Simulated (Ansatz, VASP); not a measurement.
**Two plane-wave programs on SiC**

Contents of INCAR:

```
SYSTEM = SiC
  PREC = Accurate
  ENCUT = 520
  EDIFF = 1E-6
  ISMEAR = 0
  SIGMA = 0.05
  LREAL = .False.
  LASPH = .True.
  NELM = 100
  ALGO = Normal
  ISIF = 2
  LWAVE = .False.
  LCHARG = .False.
  GGA = CA
  NBANDS = 16
```

The input KPOINTS:

```
Automatic mesh
0
Gamma
  12 12 6
  0 0 0
```

POSCAR

```
SiC
1.0
    3.0036848971      0.0000000000      0.0000000000
   -1.5018424486      2.6012674258      0.0000000000
    0.0000000000      0.0000000000      5.1930708186
Si C
2 2
Direct
    0.3333333333      0.6666666667      0.0046041256
    0.6666666667      0.3333333333      0.5046041256
    0.3333333333      0.6666666667      0.4252507829
    0.6666666667      0.3333333333      0.9252507829
```

Input for Ansatz:

```yaml
crystal:
  lattice:
    - [3.0036848971, 0.0, 0.0]
    - [-1.5018424486, 2.6012674258, 0.0]
    - [0.0, 0.0, 5.1930708186]
  atoms:
    - { symbol: Si, position: [0.3333333333, 0.6666666667, 0.0046041256] }
    - { symbol: Si, position: [0.6666666667, 0.3333333333, 0.5046041256] }
    - { symbol: C, position: [0.3333333333, 0.6666666667, 0.4252507829] }
    - { symbol: C, position: [0.6666666667, 0.3333333333, 0.9252507829] }
basis:
  ecutwfc: 520.0
kpoints:
  mp_grid: { grid: [12, 12, 6] }
hamiltonian:
  xc: lda
  pseudopotentials: { kind: paw, azcp: { folder: soft_1 } }
scf:
  occupations: { method: gaussian, width: 0.05 }
output:
  forces: true
  stress: true
  eigenvalues: true
```

Alike in both runs: task single point; functional LDA; k mesh 12 × 12 × 6; occupations gaussian, width 0.05 eV; no spin polarisation.

|  | VASP | Ansatz |
| --- | --- | --- |
| version | VASP 6.6.1 | Ansatz 0.2.0 |
| potentials or method | VASP PAW LDA potentials, release 64 (Si, C) | scalar-relativistic, plane waves, PAW |
| plane-wave cutoff (eV) | 520 | 520 |
| valence electrons in the cell | 16 | 16 |

```csv
,VASP,Ansatz,Ansatz less VASP
gap on the k mesh at the Fermi level (eV),2.18,2.19,+0.012
least direct gap on the mesh (eV),4.23,4.23,+0.008
pressure (GPa),10.3,10.0,-0.29
largest component of the traceless stress (GPa),24.67,24.44,-0.229
rms of the force components (eV/Å),1.337,1.331,-0.0064
```

Atom by atom the forces differ by 0.006 eV/Å (rms over components). Ansatz warned: «pseudo_functional_mismatch».

Caveats: forces of over 1 eV/Å show positions far from the minimum, so gaps and moduli don't describe the material at rest. A k mesh can miss the band edges.
